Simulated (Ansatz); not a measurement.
Crystal: La.

```
La
1.0
     3.75000    0.00000    0.00000
    -1.87500    3.24760    0.00000
     0.00000    0.00000    6.07000
La
2
Direct
  0.66667 0.33333 0.75000
  0.33333 0.66667 0.25000
```

This isn't the form of La at room conditions, which is double hcp.

Base run:

```yaml
Program: Ansatz 0.2.0
Functional: LDA
Potentials_or_basis: all-electron LAPW, scalar-relativistic
Cutoff: 120 eV (chosen from the basis error)
Basis_error_allowed: 0.001 eV/atom
k_mesh: 8 × 8 × 5
Occupations: fermi-dirac, width 0.05 eV
Spin: no spin polarisation
```

Its results: pressure -2.8 GPa.

Task: The run is repeated on the same cell with these changes: functional from LDA to PBEsol. What comes out?

Result: Pressure -1.4 GPa.

PBEsol binds less tightly than LDA, so the same cell stands under more pressure.
